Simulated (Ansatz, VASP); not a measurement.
Ag: VASP beside Ansatz

```xyz
2
Lattice="2.8803 0.0000 0.0000 -1.4402 2.4944 0.0000 0.0000 0.0000 4.7088" Properties=species:S:1:pos:R:3 pbc="T T T"
Ag    0.0000    1.6630    1.1772
Ag    1.4402    0.8315    3.5316
```

This isn't the form of Ag at room conditions, which is fcc.

Alike in both runs: task single point; functional PBEsol; k mesh 9 × 9 × 5; occupations gaussian, width 0.15 eV; no spin polarisation.

|  | VASP | Ansatz |
| --- | --- | --- |
| version | VASP 6.6.1 | Ansatz 0.2.0 |
| potentials or method | VASP PAW PBE potentials, release 64 (Ag) | plane waves, PAW |
| plane-wave cutoff (eV) | 520 | 500 |
| valence electrons in the cell | 22 | 38 |

Ansatz gave:

| Property | Result |
| --- | --- |
| pressure (GPa) | -1.9 |
| largest component of the traceless stress (GPa) | 1.19 |

**Question.** Which values does VASP return?

**Answer.** Pressure (GPa): -2.1; largest component of the traceless stress (GPa): 1.18.

The two sets of potentials don't hold the same shells in valence.

Caveats: the PAW data sets were made with another functional, which shifts forces and pressure a little (VASP).
